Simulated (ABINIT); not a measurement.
# V (P6_3/mmc) in ABINIT: reference runs

Aim: a first look at V with PBE, on the cell as given.

Everything below comes from runs of ABINIT 10.8.3 (patched build). Logs are shortened: lines on timing, memory, paths and dates and some standing lists are left out, and cuts for length are marked. The log counts tension as positive stress, the text compression.

## (1) The structure

The structure is hexagonal, space group P6_3/mmc (No. 194). The conventional cell has a = 2.604 Å, b = 2.604 Å, c = 4.723 Å, α = 90.00°, β = 90.00°, γ = 120.00°. Around V (site symmetry -6m2) lie 12 V at 2.60 to 2.80 Å.

This isn't the form of V at room conditions, which is bcc.

## (2) Single point, PBE, collinear spin, ferromagnetic start

run.abi

```
pp_dirpath "./"
pseudos "V.GGA_PBE-JTH.xml"

acell 3*1.0
rprim
     4.9214026021     0.0000000000     0.0000000000
    -2.4607013009     4.2620596755     0.0000000000
     0.0000000000     0.0000000000     8.9258114346
ntypat 1
znucl 23
natom 2
typat 1 1
xcart
    -0.0000000002     2.8413731172     2.2314528586
     2.4607013013     1.4206865584     6.6943585759

ecut 15.0
pawecutdg 30.0
pawxcdev 0

kptopt 1
ngkpt 12 12 6
nshiftk 1
shiftk 0.0 0.0 0.0

ixc 11

nband 18
occopt 3
tsmear 0.00183747

nsppol 2
spinat
     0.0000000000     0.0000000000     2.0000000000
     0.0000000000     0.0000000000     2.0000000000

nstep 100
tolvrs 1.0e-9

iomode 3
prtwf 0
prtden 0
prteig 0
prtebands 0
enunit 2
```

Potentials or basis: JTH PAW PBE v2.0.

Command:

```console
$ abinit run.abi > log 2>&1
```

run.abo:

```text
.Version 10.8.3 of ABINIT
 Symmetries : space group P6_3/m m c (#194); Bravais hP (primitive hexag.)
================================================================================
 Values of the parameters that define the memory need of the present run
     intxc =       0    ionmov =       0      iscf =      17    lmnmax =      18
     lnmax =       6     mgfft =      32  mpssoang =       3    mqgrid =    3001
     natom =       2  nloc_mem =       2    nspden =       2   nspinor =       1
    nsppol =       2      nsym =      24    n1xccc =       1    ntypat =       1
    occopt =       3   xclevel =       2
       mpw =         538          nfft =       10368          nkpt =          76
 PAW method is used; the additional fine FFT grid is defined by:
   mgfftf=        48    nfftf =     34992
================================================================================
================================================================================

--------------------------------------------------------------------------------
------------- Echo of variables that govern the present computation ------------
--------------------------------------------------------------------------------
 -outvars: echo values of preprocessed input variables --------
            acell      1.0000000000E+00  1.0000000000E+00  1.0000000000E+00 Bohr
              amu      5.09415000E+01
             ecut      1.50000000E+01 Hartree
           enunit           2
                       outvar_i_n : Printing only first  50 k-points.
              ixc          11
                       outvar_i_n : Printing only first  50 k-points.
         kptrlatt       12    0    0      0   12    0      0    0    6
          kptrlen      5.35548686E+01
            natom           2
            nband          18
            ngfft          18      18      32
          ngfftdg          27      27      48
             nkpt          76
           nspden           2
           nsppol           2
            nstep         100
             nsym          24
           ntypat           1
                       prtocc : prtvol=0, do not print more k-points.
                       1.000000  1.000000  1.000000  1.000000  1.000000  1.000000
                       1.000000  1.000000  1.000000  1.000000  1.000000  1.000000
                       1.000000  0.000000  0.000000  0.000000  0.000000  0.000000
                       1.000000  1.000000  1.000000  1.000000  1.000000  1.000000
                       1.000000  1.000000  1.000000  1.000000  1.000000  1.000000
                       1.000000  0.000000  0.000000  0.000000  0.000000  0.000000
[... 142 lines left out ...]
                       1.000000  1.000000  1.000000  1.000000  1.000000  1.000000
                       1.000000  0.000000  0.000000  0.000000  0.000000  0.000000
                       prtocc : prtvol=0, do not print more k-points.
           occopt           3
        pawecutdg      3.00000000E+01 Hartree
         pawxcdev           0
           prtden           0
        prtebands           0
           prteig           0
            prtwf           0
            rprim      4.9214026021E+00  0.0000000000E+00  0.0000000000E+00
                      -2.4607013009E+00  4.2620596755E+00  0.0000000000E+00
                       0.0000000000E+00  0.0000000000E+00  8.9258114346E+00
          spgroup         194
           spinat      0.0000000000E+00  0.0000000000E+00  2.0000000000E+00
                       0.0000000000E+00  0.0000000000E+00  2.0000000000E+00
           tolvrs      1.00000000E-09
           tsmear      1.83747000E-03 Hartree
            typat      1  1
           useylm           1
                       outvars : Printing only first  50 k-points.
           xangst      2.6458985583E-11  1.5035899002E+00  1.1808339992E+00
                       1.3021470505E+00  7.5179495011E-01  3.5425019976E+00
            xcart      5.0000236321E-11  2.8413731170E+00  2.2314528586E+00
                       2.4607013011E+00  1.4206865586E+00  6.6943585759E+00
             xred      3.3333333333E-01  6.6666666668E-01  2.4999999999E-01
                       6.6666666666E-01  3.3333333335E-01  7.4999999999E-01
            znucl       23.00000

================================================================================

 chkinp: Checking input parameters for consistency.

================================================================================
== DATASET  1 ==================================================================

--- !DatasetInfo
iteration_state: {dtset: 1, }
dimensions: {natom: 2, nkpt: 76, mband: 18, nsppol: 2, nspinor: 1, nspden: 2, mpw: 538, }
cutoff_energies: {ecut:  15.0, pawecutdg:  30.0, }
electrons: {nelect:   2.60000000E+01, charge:   0.00000000E+00, occopt:   3.00000000E+00, tsmear:   1.83747000E-03, }
meta: {optdriver: 0, ionmov: 0, optcell: 0, iscf: 17, paral_kgb: 0, }
...

 Exchange-correlation functional for the present dataset will be:
  GGA: Perdew-Burke-Ernzerhof functional - ixc=11
  J.P.Perdew, K.Burke, M.Ernzerhof, PRL 77, 3865 (1996)

 Real(R)+Recip(G) space primitive vectors, cartesian coordinates (Bohr,Bohr^-1):
 R(1)=  4.9214026  0.0000000  0.0000000  G(1)=  0.2031941  0.1173142  0.0000000
 R(2)= -2.4607013  4.2620597  0.0000000  G(2)=  0.0000000  0.2346283  0.0000000
 R(3)=  0.0000000  0.0000000  8.9258114  G(3)=  0.0000000  0.0000000  0.1120346
 Unit cell volume ucvol=  1.8722168E+02 bohr^3
 Angles (23,13,12)=  9.00000000E+01  9.00000000E+01  1.20000000E+02 degrees

 Coarse grid specifications (used for wave-functions):
[... 61 lines left out ...]
lattice_volume:   1.8722168E+02
convergence: {deltae: -5.872E-11, res2:  8.938E-10, residm:  1.129E-04, diffor: null, }
etotal    :  -1.44128262E+02
entropy   :   0.00000000E+00
fermie    :   3.76239531E-01
cartesian_stress_tensor: # hartree/bohr^3
- [ -1.35730817E-05,  -1.16068463E-12,   0.00000000E+00, ]
- [ -1.16068463E-12,  -1.35730790E-05,   0.00000000E+00, ]
- [  0.00000000E+00,   0.00000000E+00,   2.74907892E-05, ]
pressure_GPa:  -3.3798E-03
xred      :
- [  3.3333E-01,   6.6667E-01,   2.5000E-01,  V]
- [  6.6667E-01,   3.3333E-01,   7.5000E-01,  V]
cartesian_forces: # hartree/bohr
- [ -5.47129638E-29,   1.92557467E-39,  -0.00000000E+00, ]
- [  5.47129638E-29,  -1.92558588E-39,  -0.00000000E+00, ]
force_length_stats: {min:   5.47129638E-29, max:   5.47129638E-29, mean:   5.47129638E-29, }
...

 Integrated electronic and magnetization densities in atomic spheres:
 ------------------------------------------------------------------------------------------------------------
 Radius=ratsph(iatom), smearing ratsm=  0.0000. Diff(up-dn)=approximate z local magnetic moment.
    Atom    Radius    up_density   dn_density  Total(up+dn)  Diff(up-dn)
    1  V   2.21063     5.614929     5.614925     11.229855     0.000004
    2  V   2.21063     5.614929     5.614925     11.229855     0.000004
 ------------------------------------------------------------------------------------------------------------
  Sum:                11.229859    11.229851     22.459710     0.000008
 Total magnetization (from the atomic spheres):                0.000008
 Total magnetization (exact up - dn):                          0.000008

================================================================================

 ----iterations are completed or convergence reached----

 Mean square residual over all n,k,spin=   10.855E-08; max=  11.288E-05
 reduced coordinates (array xred) for    2 atoms
       0.333333333329      0.666666666678      0.249999999994
       0.666666666662      0.333333333345      0.749999999994
 rms dE/dt=  2.4580E-28; max dE/dt=  0.0000E+00; dE/dt below (all hartree)
    1       0.000000000000     -0.000000000000      0.000000000000
    2      -0.000000000000      0.000000000000      0.000000000000

 cartesian coordinates (angstrom) at end:
    1      0.00000000002646     1.50358990019523     1.18083399917438
    2      1.30214705047163     0.75179495011084     3.54250199757606

 cartesian forces (hartree/bohr) at end:
    1     -0.00000000000000     0.00000000000000    -0.00000000000000
    2      0.00000000000000    -0.00000000000000    -0.00000000000000
 frms,max,avg= 3.1588544E-29 5.4712964E-29   0.000E+00  0.000E+00  0.000E+00 h/b

 cartesian forces (eV/Angstrom) at end:
    1     -0.00000000000000     0.00000000000000    -0.00000000000000
    2      0.00000000000000    -0.00000000000000    -0.00000000000000
 frms,max,avg= 1.6243483E-27 2.8134537E-27   0.000E+00  0.000E+00  0.000E+00 e/A
 length scales=  1.000000000000  1.000000000000  1.000000000000 bohr
              =  0.529177210544  0.529177210544  0.529177210544 angstroms
 Fermi (or HOMO) energy (hartree) =   0.37624   Average Vxc (hartree)=  -0.44478
 Magnetization (Bohr magneton)=  8.30093518E-06
 Total spin up =  1.30000042E+01   Total spin down =  1.29999958E+01
 Eigenvalues (hartree) for nkpt=  76  k points, SPIN UP:
 kpt#   1, nband= 18, wtk=  0.00116, kpt=  0.0000  0.0000  0.0000 (reduced coord)
  -1.97662   -1.97270   -1.02461   -1.00137   -0.99632   -0.99632   -0.99423   -0.99423
   0.12397    0.25015    0.35485    0.36731    0.38844    0.38844    0.39992    0.39992
   0.44366    0.44366
      occupation numbers for kpt#   1
   1.00000    1.00000    1.00000    1.00000    1.00000    1.00000    1.00000    1.00000
   1.00000    1.00000    0.99999    0.99231    0.00130    0.00130    0.00000    0.00000
   0.00000    0.00000
 prteigrs : prtvol=0 or 1, do not print more k-points.

 Eigenvalues (hartree) for nkpt=  76  k points, SPIN DOWN:
 kpt#   1, nband= 18, wtk=  0.00116, kpt=  0.0000  0.0000  0.0000 (reduced coord)
  -1.97662   -1.97269   -1.02461   -1.00137   -0.99632   -0.99632   -0.99423   -0.99423
   0.12397    0.25015    0.35485    0.36731    0.38844    0.38844    0.39992    0.39992
   0.44366    0.44366
      occupation numbers for kpt#   1
   1.00000    1.00000    1.00000    1.00000    1.00000    1.00000    1.00000    1.00000
   1.00000    1.00000    0.99999    0.99231    0.00130    0.00130    0.00000    0.00000
   0.00000    0.00000
 prteigrs : prtvol=0 or 1, do not print more k-points.

 Fermi (or HOMO) energy (eV) =  10.23800   Average Vxc (eV)= -12.10305
 Eigenvalues (   eV  ) for nkpt=  76  k points, SPIN UP:
 kpt#   1, nband= 18, wtk=  0.00116, kpt=  0.0000  0.0000  0.0000 (reduced coord)
 -53.78656  -53.67977  -27.88108  -27.24859  -27.11138  -27.11138  -27.05439  -27.05439
   3.37339    6.80699    9.65603    9.99500   10.57003   10.57003   10.88238   10.88238
  12.07267   12.07267
 prteigrs : prtvol=0 or 1, do not print more k-points.

 Eigenvalues (   eV  ) for nkpt=  76  k points, SPIN DOWN:
 kpt#   1, nband= 18, wtk=  0.00116, kpt=  0.0000  0.0000  0.0000 (reduced coord)
 -53.78656  -53.67976  -27.88108  -27.24859  -27.11137  -27.11137  -27.05439  -27.05439
   3.37339    6.80700    9.65604    9.99500   10.57004   10.57004   10.88239   10.88239
  12.07268   12.07268
 prteigrs : prtvol=0 or 1, do not print more k-points.

--- !EnergyTerms
iteration_state     : {dtset: 1, }
comment             : Components of total free energy in Hartree
kinetic             :  1.97830184994195E+01
hartree             :  2.81707934472210E+01
xc                  : -7.64611779248534E+00
Ewald energy        : -1.07315827985586E+02
psp_core            :  6.17700310409446E+00
local_psp           : -8.84997503898336E+01
PAW spherical_terms :  5.20358063742519E+00
internal            : -1.44127300479744E+02
'-kT*entropy'       : -9.55618413634286E-04
total_energy        : -1.44128256098158E+02
total_energy_eV     : -3.92192964564665E+03
...

--- !EnergyTermsDC
iteration_state     : {dtset: 1, }
comment             : '"Double-counting" decomposition of free energy'
band_energy         : -1.69168288831601E+01
Ewald energy        : -1.07315827985586E+02
psp_core            :  6.17700310409446E+00
xc_dc               : -2.62160610828552E+01
PAW spherical_terms :  1.44408790268004E-01
internal            : -1.44127306057239E+02
'-kT*entropy'       : -9.55618413634286E-04
total_energy_dc     : -1.44128261675652E+02
total_energy_dc_eV  : -3.92192979741799E+03
...

--- !EnergyTermsWithPAWCore
iteration_state     : {dtset: 1, }
comment             : 'Components of total free energy, including PAW core contributions'
Total energy        : -1.89860769592638E+03
Total energy DC     : -1.89860770150387E+03
Total energy (eV)   : -5.16637473434447E+04
Total energy DC (eV): -5.16637474952160E+04
...

 Cartesian components of stress tensor (hartree/bohr^3)
  sigma(1 1)= -1.35730817E-05  sigma(3 2)=  0.00000000E+00
  sigma(2 2)= -1.35730790E-05  sigma(3 1)=  0.00000000E+00
  sigma(3 3)=  2.74907892E-05  sigma(2 1)= -1.16068463E-12

-Cartesian components of stress tensor (GPa)         [Pressure= -3.3798E-03 GPa]
- sigma(1 1)= -3.99333849E-01  sigma(3 2)=  0.00000000E+00
- sigma(2 2)= -3.99333772E-01  sigma(3 1)=  0.00000000E+00
- sigma(3 3)=  8.08806941E-01  sigma(2 1)= -3.41485207E-08

== END DATASET(S) ==============================================================
================================================================================

 -outvars: echo values of variables after computation  --------
            acell      1.0000000000E+00  1.0000000000E+00  1.0000000000E+00 Bohr
           etotal     -1.4412826168E+02
            fcart     -5.4712963780E-29  1.9255746666E-39 -0.0000000000E+00
                       5.4712963780E-29 -1.9255858770E-39 -0.0000000000E+00
            rprim      4.9214026021E+00  0.0000000000E+00  0.0000000000E+00
                      -2.4607013009E+00  4.2620596755E+00  0.0000000000E+00
                       0.0000000000E+00  0.0000000000E+00  8.9258114346E+00
           strten     -1.3573081661E-05 -1.3573079039E-05  2.7490789158E-05
                       0.0000000000E+00  0.0000000000E+00 -1.1606846280E-12
           xangst      2.6458985583E-11  1.5035899002E+00  1.1808339992E+00
                       1.3021470505E+00  7.5179495011E-01  3.5425019976E+00
             xred      3.3333333333E-01  6.6666666668E-01  2.4999999999E-01
                       6.6666666666E-01  3.3333333335E-01  7.4999999999E-01
 Calculation completed.
```

It took 43 s on 1 thread of Arm Neoverse V2, shared host; peak memory 0.14 GiB.

What came out:

```yaml
Free_energy: -3921.9298 eV
Pressure: 0.0 GPa
Band_gap_on_the_k_mesh: none (metal or under the smearing width)
Net_moment: 0.00 μB per cell
Valence_electrons_inside_the_program's_atomic_spheres: V 11.23 (radii [1.1698] Å)
```

Stress tensor (GPa, compression positive):
```
 0.40  0.00  0.00
 0.00  0.40  0.00
 0.00  0.00 -0.81
```
